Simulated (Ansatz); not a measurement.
The system is SnTe.

```
CELL_PARAMETERS angstrom
0.00000 3.15085 3.15085
3.15085 0.00000 3.15085
3.15085 3.15085 0.00000
ATOMIC_POSITIONS crystal
Te 0.50000 0.50000 0.50000
Sn 0.00000 0.00000 0.00000
```

```yaml
Program: Ansatz 0.2.0
Task: relaxation of cell and atoms
Functional: BLYP
Dispersion: D4
Potentials_or_basis: Ansatz PAW
Cutoff: "420 eV (not typed: the program's choice for these potentials)"
k_mesh: 7 × 7 × 7
Occupations: fermi-dirac, width 0.05 eV
Spin: no spin polarisation
```

At the start: volume 31.28 Å³/atom.

Task: How do energy, volume and symmetry change on relaxing?

Result: It ends after 5 steps and the volume is 32.57 Å³/atom (+4.1 %); space group Fm-3m (No. 225, to 0.05 Å).

Step by step:
| step | energy change (eV) | largest force (eV/Å) | volume (Å³) |
| --- | --- | --- | --- |
| 1 | 0.0000 | 0.0000 | 62.56 |
| 2 | -0.0123 | 0.0000 | 65.90 |
| 3 | -0.0133 | 0.0000 | 65.30 |
| 4 | -0.0133 | 0.0000 | 65.15 |
| 5 | -0.0138 | 0.0000 | 65.15 |

Final structure:
```xyz
2
Lattice="0.0000 3.1937 3.1937 3.1937 0.0000 3.1937 3.1937 3.1937 0.0000" Properties=species:S:1:pos:R:3 pbc="T T T"
Te    3.1937    3.1937    3.1937
Sn    0.0000    0.0000    0.0000
```

Caveat: the plane-wave basis is chosen anew once the cell has moved, so the energies of steps on either side of that aren't comparable; the PAW data sets come from PBE, with cores solved anew for the run's functional, which leaves a small shift of forces and pressure.
